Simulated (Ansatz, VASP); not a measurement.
Zr in VASP and in Ansatz

```xyz
1
Lattice="0.0000 2.2665 2.2665 2.2665 0.0000 2.2665 2.2665 2.2665 0.0000" Properties=species:S:1:pos:R:3 pbc="T T T"
Zr    0.0000    0.0000    0.0000
```

Alike in both runs: task single point; functional LDA; k mesh 14 × 14 × 14; occupations fermi-dirac, width 0.1 eV; no spin polarisation.

|  | VASP | Ansatz |
| --- | --- | --- |
| version | VASP 6.6.1 | Ansatz 0.2.0 |
| potentials or method | VASP PAW LDA potentials, release 64 (Zr_sv) | plane waves (420 eV) with PAW, scalar-relativistic |
| plane-wave cutoff (eV) | 520 | 420 |
| valence electrons in the cell | 12 | 12 |

```csv
,VASP,Ansatz,Ansatz less VASP
pressure (GPa),-6.6,-6.7,-0.08
```

Ansatz warned: «pseudo_functional_mismatch».
